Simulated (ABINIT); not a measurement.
# BP (F-43m) in ABINIT: notebook

Aim: see how the results for BP move with the level of theory and the settings. Levels: PBE, LDA, PBEsol. Tasks: single point, relaxation of cell and atoms.

Program: ABINIT 10.8.3 (patched build). These are calculated values, not measurements. Logs are shortened: lines on timing, memory, paths and dates and some standing lists are left out, and cuts for length are marked. The log counts tension as positive stress, the text compression.

## (1) Starting point

The structure is cubic, space group F-43m (No. 216). Conventional cell: a = 4.538 Å, b = 4.538 Å, c = 4.538 Å, α = 90.00°, β = 90.00°, γ = 90.00°. P (site symmetry -43m) has 4 B at 1.97 Å as nearest neighbours. Around B (site symmetry -43m) lie 4 P at 1.97 Å.

## (2) Single point, PBE (cell relaxed)

run.abi

```
# Pseudopotentials
pp_dirpath "./"
pseudos "P.upf, B.upf"

# Structure
acell 3*1.0
rprim
     0.0000000000     4.2968024192     4.2968024192
     4.2968024192     0.0000000000     4.2968024192
     4.2968024192     4.2968024192     0.0000000000
ntypat 2
znucl 15 5
natom 2
typat 1 2
xcart
     6.4452036288     6.4452036288     6.4452036288
     0.0000000000     0.0000000000     0.0000000000
chkprim 0
chksymtnons 0
tolsym 1.0e-6

# Plane-wave basis
ecut 38.0

# k points
kptopt 1
ngkpt 8 8 8
nshiftk 1
shiftk 0.0 0.0 0.0

# Exchange and correlation
ixc 11

# Bands and occupations
nband 8
occopt 3
tsmear 0.00183747

# SCF cycle
nstep 100
tolvrs 1.0e-10

# Output
iomode 3
prtwf 0
prtden 0
prteig 0
prtebands 0
```

Potentials or basis: PseudoDojo NC SR PBE v0.4.1 standard.

Launch:

```console
> abinit run.abi > log 2>&1
```

run.abo:

```text
.Version 10.8.3 of ABINIT
 Symmetries : space group F-4 3 m (#216); Bravais cF (face-center cubic)
================================================================================
 Values of the parameters that define the memory need of the present run
     intxc =       0    ionmov =       0      iscf =       7    lmnmax =       6
     lnmax =       6     mgfft =      36  mpssoang =       3    mqgrid =    3001
     natom =       2  nloc_mem =       1    nspden =       1   nspinor =       1
    nsppol =       1      nsym =      24    n1xccc =    2501    ntypat =       2
    occopt =       3   xclevel =       2
       mpw =        1797          nfft =       46656          nkpt =          29
================================================================================
================================================================================

--------------------------------------------------------------------------------
------------- Echo of variables that govern the present computation ------------
--------------------------------------------------------------------------------
 -outvars: echo values of preprocessed input variables --------
            acell      1.0000000000E+00  1.0000000000E+00  1.0000000000E+00 Bohr
              amu      3.09737620E+01  1.08110000E+01
          chkprim           0
      chksymtnons           0
             ecut      3.80000000E+01 Hartree
              ixc          11
         kptrlatt        8    0    0      0    8    0      0    0    8
          kptrlen      4.86127700E+01
            natom           2
            nband           8
            ngfft          36      36      36
             nkpt          29
            nstep         100
             nsym          24
           ntypat           2
           occopt           3
           prtden           0
        prtebands           0
           prteig           0
            prtwf           0
            rprim      0.0000000000E+00  4.2968024192E+00  4.2968024192E+00
                       4.2968024192E+00  0.0000000000E+00  4.2968024192E+00
                       4.2968024192E+00  4.2968024192E+00  0.0000000000E+00
          spgroup         216
           tolsym      1.00000000E-06
           tolvrs      1.00000000E-10
           tsmear      1.83747000E-03 Hartree
            typat      1  2
           xangst      3.4106548777E+00  3.4106548777E+00  3.4106548777E+00
                       0.0000000000E+00  0.0000000000E+00  0.0000000000E+00
            xcart      6.4452036288E+00  6.4452036288E+00  6.4452036288E+00
                       0.0000000000E+00  0.0000000000E+00  0.0000000000E+00
             xred      7.5000000000E-01  7.5000000000E-01  7.5000000000E-01
                       0.0000000000E+00  0.0000000000E+00  0.0000000000E+00
            znucl       15.00000    5.00000

================================================================================

 chkinp: Checking input parameters for consistency.

[... 91 lines left out ...]
 Integrated electronic density in atomic spheres:
 ------------------------------------------------
 Atom  Sphere_radius  Integrated_density
    1        2.00000          2.93341744
    2        2.00000          2.71369509
================================================================================

 ----iterations are completed or convergence reached----

 Mean square residual over all n,k,spin=   11.010E-09; max=  11.110E-07
 reduced coordinates (array xred) for    2 atoms
       0.750000000000      0.750000000000      0.750000000000
       0.000000000000      0.000000000000      0.000000000000
 rms dE/dt=  1.1900E-29; max dE/dt=  1.6829E-29; dE/dt below (all hartree)
    1       0.000000000000      0.000000000000     -0.000000000000
    2       0.000000000000      0.000000000000      0.000000000000

 cartesian coordinates (angstrom) at end:
    1      3.41065487767645     3.41065487767645     3.41065487767645
    2      0.00000000000000     0.00000000000000     0.00000000000000

 cartesian forces (hartree/bohr) at end:
    1      0.00000000000000     0.00000000000000    -0.00000000000000
    2     -0.00000000000000    -0.00000000000000     0.00000000000000
 frms,max,avg= 1.8749491E-30 2.9374808E-30   0.000E+00  0.000E+00  0.000E+00 h/b

 cartesian forces (eV/Angstrom) at end:
    1      0.00000000000000     0.00000000000000    -0.00000000000000
    2     -0.00000000000000    -0.00000000000000     0.00000000000000
 frms,max,avg= 9.6413762E-29 1.5105133E-28   0.000E+00  0.000E+00  0.000E+00 e/A
 length scales=  1.000000000000  1.000000000000  1.000000000000 bohr
              =  0.529177210544  0.529177210544  0.529177210544 angstroms
 Fermi (or HOMO) energy (hartree) =   0.28724   Average Vxc (hartree)=  -0.39857
 Eigenvalues (hartree) for nkpt=  29  k points:
 kpt#   1, nband=  8, wtk=  0.00195, kpt=  0.0000  0.0000  0.0000 (reduced coord)
  -0.30173    0.26431    0.26431    0.26431    0.38917    0.38917    0.38917    0.53122
      occupation numbers for kpt#   1
   2.00000    1.99999    1.99999    1.99999    0.00000    0.00000    0.00000    0.00000
 prteigrs : prtvol=0 or 1, do not print more k-points.

--- !EnergyTerms
iteration_state     : {dtset: 1, }
comment             : Components of total free energy in Hartree
kinetic             :  4.63193354148906E+00
hartree             :  6.33741837168704E-01
xc                  : -3.31817027799466E+00
Ewald energy        : -1.04696104256879E+01
psp_core            :  5.77213397707899E-01
local_psp           : -2.98228362978973E+00
non_local_psp       :  1.03038834790408E+00
internal            : -9.89678720920259E+00
'-kT*entropy'       : -2.29090744589059E-09
total_energy        : -9.89678721149350E+00
total_energy_eV     : -2.69305299406235E+02
band_energy         :  2.13275055141694E-01
...

 Cartesian components of stress tensor (hartree/bohr^3)
  sigma(1 1)=  7.90785211E-07  sigma(3 2)=  0.00000000E+00
  sigma(2 2)=  7.90785211E-07  sigma(3 1)=  0.00000000E+00
  sigma(3 3)=  7.90785211E-07  sigma(2 1)=  0.00000000E+00

-Cartesian components of stress tensor (GPa)         [Pressure= -2.3266E-02 GPa]
- sigma(1 1)=  2.32657041E-02  sigma(3 2)=  0.00000000E+00
- sigma(2 2)=  2.32657041E-02  sigma(3 1)=  0.00000000E+00
- sigma(3 3)=  2.32657041E-02  sigma(2 1)=  0.00000000E+00

== END DATASET(S) ==============================================================
================================================================================

 -outvars: echo values of variables after computation  --------
            acell      1.0000000000E+00  1.0000000000E+00  1.0000000000E+00 Bohr
           etotal     -9.8967872115E+00
            fcart      9.7916025703E-31  9.7916025703E-31 -2.9374807711E-30
                      -9.7916025703E-31 -9.7916025703E-31  2.9374807711E-30
            rprim      0.0000000000E+00  4.2968024192E+00  4.2968024192E+00
                       4.2968024192E+00  0.0000000000E+00  4.2968024192E+00
                       4.2968024192E+00  4.2968024192E+00  0.0000000000E+00
           strten      7.9078521071E-07  7.9078521071E-07  7.9078521071E-07
                       0.0000000000E+00  0.0000000000E+00  0.0000000000E+00
           xangst      3.4106548777E+00  3.4106548777E+00  3.4106548777E+00
                       0.0000000000E+00  0.0000000000E+00  0.0000000000E+00
             xred      7.5000000000E-01  7.5000000000E-01  7.5000000000E-01
                       0.0000000000E+00  0.0000000000E+00  0.0000000000E+00
 Calculation completed.
```

Wall time 21 s (1 thread of Intel Xeon at 2.70GHz, shared host); peak memory 0.07 GiB.

What came out:

```
Free energy                                           : -269.3053 eV
Pressure                                              : 0.0 GPa
Band gap on the k mesh                                : 1.29 eV, indirect (least direct gap 3.40 eV)
Valence electrons inside the program's atomic spheres : P 2.93; B 2.71
```

Levels at points of the mesh, in eV from the valence-band top:
| k point | band 1 | band 2 | band 3 | band 4 | band 5 | band 6 | band 7 | band 8 |
| --- | --- | --- | --- | --- | --- | --- | --- | --- |
| (0.00, 0.00, 0.00) | -15.40 | 0.00 | 0.00 | 0.00 | 3.40 | 3.40 | 3.40 | 7.26 |
| (0.50, 0.00, 0.00) | -12.10 | -8.98 | -1.75 | -1.75 | 3.74 | 4.71 | 4.71 | 10.11 |
| (0.50, 0.50, 0.00) | -10.58 | -8.55 | -4.09 | -4.09 | 1.36 | 1.67 | 12.01 | 12.01 |

## (3) Relaxation of cell and atoms, LDA

run.abi

```
# Pseudopotentials
pp_dirpath "./"
pseudos "P.hgh, B.hgh"

# Structure
acell 3*1.0 Angstrom
rprim
     0.0000000000     2.2690000000     2.2690000000
     2.2690000000     0.0000000000     2.2690000000
     2.2690000000     2.2690000000     0.0000000000
ntypat 2
znucl 15 5
natom 2
typat 1 2
chkprim 0
chksymtnons 0
tolsym 1.0e-6
xred
            3/4            3/4            3/4
            0.0            0.0            0.0

# Plane-wave basis
ecut 26.0
ecutsm 0.5

# k points
kptopt 1
ngkpt 8 8 8
nshiftk 1
shiftk 0.0 0.0 0.0

# Exchange and correlation
ixc 7

# Bands and occupations
nband 8
occopt 3
tsmear 0.00183747

# SCF cycle
nstep 80
tolvrs 1.0e-12

# Output
iomode 3
prteig 0
prtebands 0
prtwf 0
prtden 0

# Relaxation
ionmov 2
optcell 2
ntime 50
tolmxf 2.0e-5
dilatmx 1.08
```

Potentials or basis: HGH LDA.

Launch:

```console
> abinit run.abi > log 2>&1
```

Wall time 27 s (1 thread of Intel Xeon at 2.70GHz, shared host); peak memory 0.07 GiB.

It converged, with:

* Free energy: -258.7157 eV
* Band gap on the k mesh: 1.19 eV, indirect (least direct gap 3.46 eV)

Caveat: the cutoff is too short for stress, so the log's stress isn't used; HGH potentials are hard and often keep d shells in the core, so these values are rough.

## (4) Single point, LDA (cell relaxed)

run.abi

```
# Pseudopotentials
pp_dirpath "./"
pseudos "P.hgh, B.hgh"

# Structure
acell 3*1.0 Angstrom
rprim
     0.0000000000     2.2396553200     2.2396553200
     2.2396553200     0.0000000000     2.2396553200
     2.2396553200     2.2396553200     0.0000000000
ntypat 2
znucl 15 5
natom 2
typat 1 2
xred
     0.7500000000     0.7500000000     0.7500000000
     0.0000000000     0.0000000000     0.0000000000
chkprim 0
chksymtnons 0
tolsym 1.0e-6

# Plane-wave basis
ecut 26.0

# k points
kptopt 1
ngkpt 8 8 8
nshiftk 1
shiftk 0.0 0.0 0.0

# Exchange and correlation
ixc 7

# Bands and occupations
nband 8
occopt 3
tsmear 0.00183747

# SCF cycle
nstep 100
tolvrs 1.0e-10

# Output
iomode 3
prtwf 0
prtden 0
prteig 0
prtebands 0
enunit 2
```

Potentials or basis: HGH LDA.

Launch:

```console
> abinit run.abi > log 2>&1
```

run.abo:

```text
.Version 10.8.3 of ABINIT
 Symmetries : space group F-4 3 m (#216); Bravais cF (face-center cubic)
================================================================================
 Values of the parameters that define the memory need of the present run
     intxc =       0    ionmov =       0      iscf =       7    lmnmax =       3
     lnmax =       3     mgfft =      30  mpssoang =       2    mqgrid =    3001
     natom =       2  nloc_mem =       1    nspden =       1   nspinor =       1
    nsppol =       1      nsym =      24    n1xccc =       0    ntypat =       2
    occopt =       3   xclevel =       1
       mpw =         982          nfft =       27000          nkpt =          29
================================================================================
================================================================================

--------------------------------------------------------------------------------
------------- Echo of variables that govern the present computation ------------
--------------------------------------------------------------------------------
 -outvars: echo values of preprocessed input variables --------
            acell      1.8897261259E+00  1.8897261259E+00  1.8897261259E+00 Bohr
              amu      3.09737620E+01  1.08110000E+01
          chkprim           0
      chksymtnons           0
             ecut      2.60000000E+01 Hartree
           enunit           2
              ixc           7
         kptrlatt        8    0    0      0    8    0      0    0    8
          kptrlen      4.78834064E+01
            natom           2
            nband           8
            ngfft          30      30      30
[... 178 lines left out ...]
kinetic             :  4.82748859153174E+00
hartree             :  6.10482786186836E-01
xc                  : -2.83229147292693E+00
Ewald energy        : -1.06290843199166E+01
psp_core            : -1.60838557420543E-01
local_psp           : -2.90037150962199E+00
non_local_psp       :  1.57687185302110E+00
internal            : -9.50774262914644E+00
'-kT*entropy'       : -5.57114916803990E-09
total_energy        : -9.50774263471759E+00
total_energy_eV     : -2.58718857160681E+02
band_energy         :  1.02590520342268E+00
...

 Cartesian components of stress tensor (hartree/bohr^3)
  sigma(1 1)=  5.37912138E-05  sigma(3 2)=  0.00000000E+00
  sigma(2 2)=  5.37912138E-05  sigma(3 1)=  0.00000000E+00
  sigma(3 3)=  5.37912138E-05  sigma(2 1)=  0.00000000E+00

-Cartesian components of stress tensor (GPa)         [Pressure= -1.5826E+00 GPa]
- sigma(1 1)=  1.58259215E+00  sigma(3 2)=  0.00000000E+00
- sigma(2 2)=  1.58259215E+00  sigma(3 1)=  0.00000000E+00
- sigma(3 3)=  1.58259215E+00  sigma(2 1)=  0.00000000E+00

== END DATASET(S) ==============================================================
================================================================================

 -outvars: echo values of variables after computation  --------
            acell      1.8897261259E+00  1.8897261259E+00  1.8897261259E+00 Bohr
           etotal     -9.5077426347E+00
            fcart     -0.0000000000E+00 -0.0000000000E+00 -0.0000000000E+00
                      -0.0000000000E+00 -0.0000000000E+00 -0.0000000000E+00
            rprim      0.0000000000E+00  2.2396553200E+00  2.2396553200E+00
                       2.2396553200E+00  0.0000000000E+00  2.2396553200E+00
                       2.2396553200E+00  2.2396553200E+00  0.0000000000E+00
           strten      5.3791213774E-05  5.3791213774E-05  5.3791213774E-05
                       0.0000000000E+00  0.0000000000E+00  0.0000000000E+00
           xangst      3.3594829800E+00  3.3594829800E+00  3.3594829800E+00
                       0.0000000000E+00  0.0000000000E+00  0.0000000000E+00
             xred      7.5000000000E-01  7.5000000000E-01  7.5000000000E-01
                       0.0000000000E+00  0.0000000000E+00  0.0000000000E+00
 Calculation completed.
```

It took 5.9 s on 1 thread of Intel Xeon at 2.70GHz, shared host; peak memory 0.07 GiB.

Results:

```
Free energy                                           : -258.7189 eV
Band gap on the k mesh                                : 1.19 eV, indirect (least direct gap 3.46 eV)
Valence electrons inside the program's atomic spheres : P 2.93; B 2.80
```

Caveat: the cutoff is too short for stress, so the log's stress isn't used; HGH potentials are hard and often keep d shells in the core, so these values are rough. A k mesh can miss the band edges.

## (5) Single point, PBEsol

run.abi

```
pp_dirpath "./"
pseudos "P.upf, B.upf"

acell 6.0638487579 6.0638487579 6.0638487579
rprim
     0.0000000000     0.7071067812     0.7071067812
     0.7071067812     0.0000000000     0.7071067812
     0.7071067812     0.7071067812     0.0000000000
ntypat 2
znucl 15 5
natom 2
typat 1 2
xcart
     3.4035000000     3.4035000000     3.4035000000
     0.0000000000     0.0000000000     0.0000000000 Angstrom

ecut 34.0

kptopt 1
ngkpt 8 8 8
nshiftk 1
shiftk 0.0 0.0 0.0

ixc -116133

nband 8
occopt 3
tsmear 0.05 eV

nstep 100
tolvrs 1.0e-10

iomode 3
prtwf 0
prtden 0
prteig 0
prtebands 0
enunit 2
```

Potentials or basis: PseudoDojo NC SR PBEsol v0.4.1 standard.

Launch:

```console
> abinit run.abi > log 2>&1
```

Wall time 8.3 s (1 thread of Intel Xeon at 2.70GHz, shared host); peak memory 0.06 GiB.

Results (log left out):

- Free energy: -269.1201 eV
- Pressure: -2.0 GPa
- Band gap on the k mesh: 1.17 eV, indirect (least direct gap 3.36 eV)
- Valence electrons inside the program's atomic spheres: P 2.92; B 2.69

Levels at points of the mesh, in eV from the valence-band top:
```tsv
k point	band 1	band 2	band 3	band 4	band 5	band 6	band 7	band 8
(0.00, 0.00, 0.00)	-15.50	0.00	0.00	0.00	3.36	3.36	3.36	7.33
(0.50, 0.00, 0.00)	-12.15	-9.09	-1.76	-1.76	3.72	4.65	4.65	9.94
(0.50, 0.50, 0.00)	-10.62	-8.60	-4.14	-4.14	1.23	1.52	12.03	12.03
```

A k mesh can miss the band edges. Expect the measured gap to be larger: semilocal functionals such as PBEsol lack the derivative discontinuity.

## (6) Single point, PBE

run.abi

```
# Pseudopotentials
pp_dirpath "./"
pseudos "P.upf, B.upf"

# Structure
acell 3*1.0 Angstrom
rprim
     0.0000000000     2.2690000000     2.2690000000
     2.2690000000     0.0000000000     2.2690000000
     2.2690000000     2.2690000000     0.0000000000
ntypat 2
znucl 15 5
natom 2
typat 1 2
xred
     0.7500000000     0.7500000000     0.7500000000
     0.0000000000     0.0000000000     0.0000000000

# Plane-wave basis
ecut 38.0

# k points
kptopt 1
ngkpt 8 8 8
nshiftk 1
shiftk 0.0 0.0 0.0

# Exchange and correlation
ixc 11

# Bands and occupations
nband 8
occopt 3
tsmear 0.05 eV

# SCF cycle
nstep 100
tolvrs 1.0e-10

# Output
iomode 3
prtwf 0
prtden 0
prteig 0
prtebands 0
enunit 2
```

Potentials or basis: PseudoDojo NC SR PBE v0.4.1 standard.

Launch:

```console
> abinit run.abi > log 2>&1
```

It took 12 s on 1 thread of Intel Xeon at 2.70GHz, shared host; peak memory 0.07 GiB.

The run converged. Its results:

| Quantity | Value |
| --- | --- |
| Free energy | -269.3048 eV |
| Pressure | 1.0 GPa |
| Band gap on the k mesh | 1.28 eV, indirect (least direct gap 3.41 eV) |
| Valence electrons inside the program's atomic spheres | P 2.93; B 2.71 |

Levels at points of the mesh, in eV from the valence-band top:
```
           k point  band 1  band 2  band 3  band 4  band 5  band 6  band 7  band 8
(0.00, 0.00, 0.00)  -15.46    0.00    0.00    0.00    3.41    3.41    3.41    7.36
(0.50, 0.00, 0.00)  -12.14   -9.03   -1.76   -1.76    3.78    4.72    4.72   10.13
(0.50, 0.50, 0.00)  -10.61   -8.58   -4.11   -4.11    1.35    1.67   12.07   12.07
```

A k mesh can miss the band edges. A hybrid or GW would open this gap; PBE tends to underestimate it.

## (7) Summary

| level | potentials or basis | cell | cutoff (eV) | gap on the mesh (eV) | pressure (GPa) |
| --- | --- | --- | --- | --- | --- |
| PBE | PseudoDojo NC SR PBE v0.4.1 standard | cell relaxed | 1034 | 1.29 | 0.0 |
| PBEsol | PseudoDojo NC SR PBEsol v0.4.1 standard | as given | 925 | 1.17 | -2.0 |
| PBE | PseudoDojo NC SR PBE v0.4.1 standard | as given | 1034 | 1.28 | 1.0 |

Alike in all rows: task single point; no spin polarisation; k mesh 8 × 8 × 8; smearing fermi-dirac 0.05 eV.

Absolute energies hang on the potentials; compare differences alone.
